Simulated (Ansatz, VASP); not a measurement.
# Sr in VASP and in Ansatz

```
Sr
1.0
    -2.43500    2.43500    2.43500
     2.43500   -2.43500    2.43500
     2.43500    2.43500   -2.43500
Sr
1
Direct
  0.00000 0.00000 0.00000
```

This isn't the form of Sr at room conditions, which is fcc.

Alike in both runs: task single point; functional PBE; k mesh 10 × 10 × 10; occupations gaussian, width 0.05 eV; no spin polarisation.

```csv
,VASP,Ansatz
version,VASP 6.6.1,Ansatz 0.2.0
potentials or method,"VASP PAW PBE potentials, release 64 (Sr_sv)","scalar-relativistic, plane waves, PAW"
plane-wave cutoff (eV),520,420
valence electrons in the cell,10,10
```

|  | VASP | Ansatz | Ansatz less VASP |
| --- | --- | --- | --- |
| gap on the k mesh at the Fermi level (eV) | none | none | - |
| pressure (GPa) | -0.8 | -0.8 | -0.01 |

A gap of «none» marks a metal or a gap that the smearing closes. The functional is the same, so the differences come from potentials, cutoffs and numerics.
